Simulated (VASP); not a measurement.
Crystal: BP.

```
B P
1.0
     0.00000    2.26054    2.26054
     2.26054    0.00000    2.26054
     2.26054    2.26054    0.00000
B P
1 1
Direct
  0.00000 0.00000 0.00000
  0.75000 0.75000 0.75000
```

The cell is a database's computed one.

Base run:

| Quantity | Value |
| --- | --- |
| Program | VASP 6.6.1 |
| Functional | PBEsol |
| Potentials or basis | VASP PAW PBE potentials, release 64 (B, P) |
| Cutoff | 700 eV |
| k mesh | 10 × 10 × 10 |
| Occupations | gaussian, width 0.02 eV |
| Spin | no spin polarisation |

Its results: band gap on the k mesh 1.12 eV, indirect (least direct gap 3.37 eV); pressure 0.0 GPa.

The run is repeated on the same cell with these changes: functional from PBEsol to r2SCAN; cutoff from 700 eV to 520 eV. What comes out?

Band gap on the k mesh 1.43 eV, indirect (least direct gap 3.66 eV); pressure 1.3 GPa.

r2SCAN gives the wider gap, since meta-GGAs in the generalised Kohn-Sham scheme recover part of the derivative discontinuity.

Caveats: the PAW data sets were made with another functional, which shifts forces and pressure a little.

A k mesh can miss the band edges.

Not every run made on this cell is shown here.
